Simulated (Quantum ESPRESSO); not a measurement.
# Ir (Fm-3m) in Quantum ESPRESSO: equation of state, part 2 of 2

Quantum ESPRESSO 7.5. The steps go on from the part before.

## 6. Single point, PBE, 14.34 Å³/atom

pw.in reads:

```
&CONTROL
  calculation = 'scf'
  prefix = 'pwscf'
  outdir = './tmp'
  pseudo_dir = './pseudo'
  tprnfor = .true.
  tstress = .true.
  disk_io = 'nowf'
/
&SYSTEM
  ibrav = 0
  nat = 1
  ntyp = 1
  ecutwfc = 55
  ecutrho = 440
  nbnd = 13
  occupations = 'smearing'
  smearing = 'fd'
  degauss = 0.00367493
/
&ELECTRONS
  conv_thr = 2d-10
  electron_maxstep = 120
  mixing_beta = 0.5
/
ATOMIC_SPECIES
Ir   192.2170 Ir_pbe_v1.2.uspp.F.UPF
CELL_PARAMETERS angstrom
   0.0000000000    1.9282864624    1.9282864624
   1.9282864624    0.0000000000    1.9282864624
   1.9282864624    1.9282864624    0.0000000000
ATOMIC_POSITIONS crystal
Ir     0.0000000000    0.0000000000    0.0000000000
K_POINTS automatic
12 12 12 0 0 0
```

Potentials or basis: SSSP 1.3 efficiency PBE.

The run is started by

```bash
OMP_NUM_THREADS=1 pw.x -in pw.in > pw.out
```

pw.out:

```text
This program is part of the open-source Quantum ESPRESSO suite
     for quantum simulation of materials; please cite
[... 9 lines left out ...]
     --------------------
     sticks:   dense  smooth     PW     G-vecs:    dense   smooth      PW
     Sum         805     397    127                15065     5209     965

     Using Slab Decomposition

     bravais-lattice index     =            0
     lattice parameter (alat)  =       5.1533  a.u.
     unit-cell volume          =      96.7701 (a.u.)^3
     number of atoms/cell      =            1
     number of atomic types    =            1
     number of electrons       =        15.00
     number of Kohn-Sham states=           13
     kinetic-energy cutoff     =      55.0000  Ry
     charge density cutoff     =     440.0000  Ry
     scf convergence threshold =      2.0E-10
     mixing beta               =       0.5000
     number of iterations used =            8  plain     mixing
     Exchange-correlation= SLA  PW   PBE  PBE
                           (   1   4   3   4   0   0   0)

     celldm(1)=   5.153300  celldm(2)=   0.000000  celldm(3)=   0.000000
     celldm(4)=   0.000000  celldm(5)=   0.000000  celldm(6)=   0.000000

     crystal axes: (cart. coord. in units of alat)
               a(1) = (   0.000000   0.707107   0.707107 )
               a(2) = (   0.707107   0.000000   0.707107 )
               a(3) = (   0.707107   0.707107   0.000000 )

     reciprocal axes: (cart. coord. in units 2 pi/alat)
               b(1) = ( -0.707107  0.707107  0.707107 )
               b(2) = (  0.707107 -0.707107  0.707107 )
               b(3) = (  0.707107  0.707107 -0.707107 )

     PseudoPot. # 1 for Ir read from file:
     Ir_pbe_v1.2.uspp.F.UPF
     Pseudo is Ultrasoft + core correction, Zval = 15.0
     Generated by new atomic code, or converted to UPF format
     Using radial grid of  983 points,  7 beta functions with:
                l(1) =   0
                l(2) =   0
                l(3) =   1
                l(4) =   1
                l(5) =   1
                l(6) =   2
                l(7) =   2
     Q(r) pseudized with  8 coefficients,  rinner =    1.400   1.400   1.400
                                                       1.400   1.400

     atomic species   valence    mass     pseudopotential
     Ir               15.00   192.21700     Ir( 1.00)

     48 Sym. Ops., with inversion, found

   Cartesian axes

     site n.     atom                  positions (alat units)
         1        Ir     tau(   1) = (   0.0000000   0.0000000   0.0000000  )

     number of k points=    72  Fermi-Dirac smearing, width (Ry)=  0.0037
                       cart. coord. in units 2pi/alat
        k(    1) = (   0.0000000   0.0000000   0.0000000), wk =   0.0011574
        k(    2) = (   0.0589256   0.0589256  -0.0589256), wk =   0.0092593
        k(    3) = (   0.1178511   0.1178511  -0.1178511), wk =   0.0092593
        k(    4) = (   0.1767767   0.1767767  -0.1767767), wk =   0.0092593
        k(    5) = (   0.2357023   0.2357023  -0.2357023), wk =   0.0092593
        k(    6) = (   0.2946278   0.2946278  -0.2946278), wk =   0.0092593
[... 64 lines left out ...]
        k(   71) = (  -0.7071068   0.2357023   0.0000000), wk =   0.0138889
        k(   72) = (  -0.7071068   0.3535534   0.0000000), wk =   0.0069444

     Dense  grid:    15065 G-vectors     FFT dimensions: (  36,  36,  36)

     Smooth grid:     5209 G-vectors     FFT dimensions: (  25,  25,  25)

     Initial potential from superposition of free atoms

     starting charge      14.5000, renormalised to      15.0000

     negative rho (up, down):  3.758E-01 0.000E+00
     Starting wfcs are   12 randomized atomic wfcs +    1 random wfcs

     Self-consistent Calculation

     iteration #  1     ecut=    55.00 Ry     beta= 0.50
     Davidson diagonalization with overlap
     ethr =  1.00E-02,  avg # of iterations =  4.3

     negative rho (up, down):  3.285E-01 0.000E+00
[... 58 lines left out ...]
     iteration #  8     ecut=    55.00 Ry     beta= 0.50
     Davidson diagonalization with overlap
     ethr =  4.75E-12,  avg # of iterations =  2.0

     negative rho (up, down):  3.178E-01 0.000E+00

     End of self-consistent calculation

          k = 0.0000 0.0000 0.0000 (   645 PWs)   bands (ev):

   -24.8103 -24.8103 -24.8103  13.6030  20.6975  20.6975  20.6975  23.3218
    23.3218  35.1164  38.1919  43.6386  43.6386

          k = 0.0589 0.0589-0.0589 (   655 PWs)   bands (ev):
[... 121 lines left out ...]
   -25.3139 -25.0228 -24.8844  17.3146  19.7535  20.5843  21.7240  22.8813
    25.9320  35.1125  36.9758  40.7610  42.3162

          k = 0.0000-0.2357 0.2357 (   662 PWs)   bands (ev):

   -25.1858 -24.9618 -24.8555  16.3550  19.6262  21.0082  21.8818  22.2207
    24.7122  35.1148  38.8730  41.6210  44.0428

          k = 0.3536 0.0000 0.0000 (   649 PWs)   bands (ev):

   -25.1784 -24.9511 -24.9511  16.5418  18.7632  21.5283  22.6531  22.6531
    24.2526  35.1157  42.0400  42.3250  42.3250

          k = 0.4125 0.0589-0.0589 (   661 PWs)   bands (ev):
[... 21 lines left out ...]
   -25.3934 -25.1894 -24.9546  18.3579  19.5891  20.3907  22.1990  24.0576
    28.4841  34.1003  35.1228  37.6703  42.1554

          k = 0.0000-0.3536 0.3536 (   670 PWs)   bands (ev):

   -25.3527 -25.1315 -24.9174  18.3047  19.6390  20.0402  22.1131  23.1478
    27.3287  35.1065  36.0063  38.7712  41.9037

          k = 0.4714 0.0000-0.0000 (   664 PWs)   bands (ev):
[... 31 lines left out ...]
   -25.4966 -25.1068 -25.0785  16.9517  17.5025  24.1455  24.9481  25.7680
    27.5809  34.4068  35.1306  36.7178  36.7463

          k = 0.0000-0.5893 0.5893 (   674 PWs)   bands (ev):

   -25.4650 -25.1726 -25.0632  17.2611  17.9269  22.9139  24.4043  25.5418
    30.0011  32.3734  35.1153  36.2833  37.8637

          k =-0.7071 0.0000 0.0000 (   652 PWs)   bands (ev):

   -25.5205 -25.0898 -25.0898  16.7570  17.3155  25.3349  25.9331  25.9331
    26.2489  34.8667  35.1951  35.9986  35.9986

          k = 0.2357 0.1179 0.0000 (   663 PWs)   bands (ev):

   -25.0664 -24.9028 -24.8564  15.4584  19.6877  21.2846  21.6010  22.4284
    23.8818  35.1154  40.3703  41.1136  43.9513

          k = 0.2946 0.1768-0.0589 (   657 PWs)   bands (ev):
[... 16 lines left out ...]
   -25.5154 -25.0163 -24.9455  17.2895  19.9524  21.2350  21.9020  25.2032
    27.9394  31.3492  35.1191  39.1920  42.0219

          k = 0.3536 0.1179 0.0000 (   664 PWs)   bands (ev):

   -25.2212 -24.9756 -24.9276  16.8321  18.9126  20.9445  22.6486  22.8799
    24.6796  35.1148  39.7375  41.8145  43.0171

          k = 0.4125 0.1768-0.0589 (   666 PWs)   bands (ev):
[... 21 lines left out ...]
   -25.3792 -25.1066 -24.9360  18.1575  19.7756  19.8225  22.2188  23.7356
    27.3192  35.0790  35.3383  39.2909  41.3560

          k = 0.0000-0.2357 0.3536 (   660 PWs)   bands (ev):

   -25.2974 -25.0418 -24.9030  17.5615  19.2830  20.3730  22.4429  22.7270
    25.9645  35.1133  37.5953  40.6013  42.1932

          k = 0.4714 0.1179-0.0000 (   663 PWs)   bands (ev):
[... 36 lines left out ...]
   -25.3893 -25.2525 -25.0488  17.8860  18.7120  21.3238  23.4085  25.3380
    31.1332  32.2698  35.1078  35.6585  39.0653

          k =-0.7071 0.1179-0.0000 (   666 PWs)   bands (ev):

   -25.4925 -25.1195 -25.0917  17.0653  17.5924  23.6497  24.7892  25.9342
    28.6924  33.7853  35.1269  35.8043  36.9886

          k =-0.2357-0.4714 0.7071 (   670 PWs)   bands (ev):
[... 21 lines left out ...]
   -25.3668 -25.2523 -25.0729  18.3041  19.0327  20.4357  23.0169  25.6173
    31.4331  32.6509  35.1095  35.5244  38.2623

          k = 0.0000-0.3536 0.5893 (   676 PWs)   bands (ev):

   -25.3357 -25.2846 -25.0518  18.6139  19.4582  19.7558  22.8568  25.3020
    30.4832  34.4368  34.6500  35.1338  39.0668

          k =-0.7071 0.2357 0.0000 (   674 PWs)   bands (ev):

   -25.4152 -25.1997 -25.0954  17.8389  18.4100  21.5026  23.5215  25.9368
    31.2542  32.8829  35.0478  35.1231  37.5667

          k =-0.7071 0.3536 0.0000 (   684 PWs)   bands (ev):

   -25.3082 -25.3082 -25.0973  18.3751  19.7319  19.7319  22.7354  25.9379
    32.6193  33.4901  33.4901  35.1224  37.6750

     the Fermi energy is    24.5218 ev

!    total energy              =    -181.78259009 Ry
     estimated scf accuracy    <          3.6E-11 Ry
     smearing contrib. (-TS)   =      -0.00035463 Ry
     internal energy E=F+TS    =    -181.78223545 Ry

     The total energy is F=E-TS. E is the sum of the following terms:
     one-electron contribution =      -7.63237069 Ry
     hartree contribution      =      17.81804316 Ry
     xc contribution           =     -50.41839527 Ry
     ewald contribution        =    -141.54951267 Ry

     convergence has been achieved in   8 iterations

     negative rho (up, down):  3.178E-01 0.000E+00

     Forces acting on atoms (cartesian axes, Ry/au):

     atom    1 type  1   force =     0.00000000    0.00000000    0.00000000

     Total force =     0.000000     Total SCF correction =     0.000000

     Computing stress (Cartesian axis) and pressure

     negative rho (up, down):  3.178E-01 0.000E+00
          total   stress  (Ry/bohr**3)                   (kbar)     P=       27.00
   0.00018354   0.00000000  -0.00000000           27.00        0.00       -0.00
  -0.00000000   0.00018354  -0.00000000           -0.00       27.00       -0.00
  -0.00000000   0.00000000   0.00018354           -0.00        0.00       27.00

=------------------------------------------------------------------------------=
   JOB DONE.
=------------------------------------------------------------------------------=
```

Run time: 8.8 s. Hardware: 1 thread of Arm Neoverse V2, shared host; peak memory 0.1 GiB.

Results:

```
Free energy            : -2473.2781 eV
Pressure               : 2.7 GPa
Band gap on the k mesh : none (metal or under the smearing width)
```

## 7. Single point, PBE, 14.62 Å³/atom

Changes to pw.in since step 6:

```diff
@@ -28,5 +28,5 @@
 CELL_PARAMETERS angstrom
-   0.0000000000    1.9282864624    1.9282864624
-   1.9282864624    0.0000000000    1.9282864624
-   1.9282864624    1.9282864624    0.0000000000
+   0.0000000000    1.9408081540    1.9408081540
+   1.9408081540    0.0000000000    1.9408081540
+   1.9408081540    1.9408081540    0.0000000000
 ATOMIC_POSITIONS crystal
```

The run is started by

```bash
OMP_NUM_THREADS=1 pw.x -in pw.in > pw.out
```

Run time: 9.2 s. Hardware: 1 thread of Arm Neoverse V2, shared host; peak memory 0.1 GiB.

Results (log left out):

```
Free energy            : -2473.2785 eV
Pressure               : -4.1 GPa
Band gap on the k mesh : none (metal or under the smearing width)
```

## 8. Single point, PBE, 14.90 Å³/atom

Changes to pw.in since step 7:

```diff
@@ -28,5 +28,5 @@
 CELL_PARAMETERS angstrom
-   0.0000000000    1.9408081540    1.9408081540
-   1.9408081540    0.0000000000    1.9408081540
-   1.9408081540    1.9408081540    0.0000000000
+   0.0000000000    1.9531703226    1.9531703226
+   1.9531703226    0.0000000000    1.9531703226
+   1.9531703226    1.9531703226    0.0000000000
 ATOMIC_POSITIONS crystal
```

The run is started by

```bash
OMP_NUM_THREADS=1 pw.x -in pw.in > pw.out
```

Run time: 9.2 s. Hardware: 1 thread of Arm Neoverse V2, shared host; peak memory 0.1 GiB.

It converged, with:

```yaml
Free_energy: -2473.2676 eV
Pressure: -10.1 GPa
Band_gap_on_the_k_mesh: none (metal or under the smearing width)
```

## 9. Equation of state, PBE

Potentials or basis: SSSP 1.3 efficiency PBE.

No new run: the results of the series are fitted here.

What came out:

* Equilibrium volume: 14.49 Å³/atom
* Bulk modulus: 348 GPa
* Pressure derivative of the bulk modulus: 5.1

Energy against volume, from the lowest point:
| volume (Å³/atom) | energy (meV/atom) |
| --- | --- |
| 13.215 | 144.77 |
| 13.496 | 83.56 |
| 13.778 | 40.47 |
| 14.059 | 13.21 |
| 14.340 | 0.38 |
| 14.621 | 0.00 |
| 14.902 | 10.93 |

Spin-orbit coupling is left out, which matters for the levels of Ir. PBE usually gives volumes a little too large and moduli too small.
